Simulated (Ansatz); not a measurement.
Computed with DFT PBE, scalar-relativistic, plane waves, PAW (Ansatz). All cells share a 420 eV cutoff and Γ-centred k meshes spaced at most about 0.3 Å⁻¹ (about 0.25 or finer for metals, 2π included). Spin is collinear in cells that carry moments; the others ran without spin or lost their moments.

All energies are static (0 K, no zero-point motion).

Two relaxed structures of Sr3Ti2O3:

A. (no moments)

```
CELL_PARAMETERS angstrom
6.63541 0.00000 0.00000
-3.31771 5.74644 0.00000
0.00000 0.00000 5.24169
ATOMIC_POSITIONS crystal
Sr 0.34228 0.00000 0.50000
Sr 0.65772 0.65772 0.50000
Sr 0.00000 0.34228 0.50000
Ti 0.33333 0.66667 0.00000
Ti 0.66667 0.33333 0.00000
O 0.44945 0.00000 0.00000
O 0.55055 0.55055 0.00000
O 0.00000 0.44945 0.00000
```

B. (parallel moments up to 0.8 μB)

```
CELL_PARAMETERS angstrom
2.84224 1.64097 9.41534
-2.84224 1.64097 9.41534
0.00000 -3.28194 9.41534
ATOMIC_POSITIONS crystal
Sr 0.91459 0.91459 0.91459
Sr 0.08541 0.08541 0.08541
Sr 0.50000 0.50000 0.50000
Ti 0.79817 0.79817 0.79817
Ti 0.20183 0.20183 0.20183
O 0.00000 0.00000 0.50000
O 0.50000 0.00000 0.00000
O 0.00000 0.50000 0.00000
```

Problem. Which would you expect to be lower, and how large is the difference?

Solution. A is lower, by 71 meV/atom. A has space group P-62m (No. 189), 25.0 Å³/atom and no gap on its mesh; B has space group R-3m (No. 166), 32.9 Å³/atom and no gap. Counting O atoms around Sr and Ti (those within 1.25 times the shortest such distance or 1.15 times the sum of covalent radii; a slash parts the counts of unlike sites), A has Sr 2, Ti 3 and B has Sr 3/6, Ti 3. Their magnetic states differ too. The denser one is the lower, and pressure would at first widen the difference. In A, Sr is surrounded by 2 O at 2.72 Å and 4 Ti at 3.41 Å; Ti is surrounded by 3 O at 1.94 Å and 6 Sr at 3.41 Å; O is surrounded by 2 Ti at 1.94 Å and 2 Sr at 2.72 Å. In B, Sr on a site of symmetry 3m has 3 O at 2.82 Å, 1 Ti at 3.29 Å and 3 Ti at 3.53 Å; around Ti lie 3 O at 1.92 Å and 7 Sr at 3.29–3.53 Å; O has 2 Ti at 1.92 Å, 4 Sr at 2.82–2.84 Å and 4 O at 2.84 Å; 1 more site not described. Both come from invented guesses. The lowest form computed is the arrangement of A with parallel moments up to 0.5 μB (P-62m), 24 meV/atom below it.

Another magnetic order may lie lower. Cells relaxed within their symmetry can be saddle points. Some candidate types were left out of the draw beforehand, so a known form may be missing.
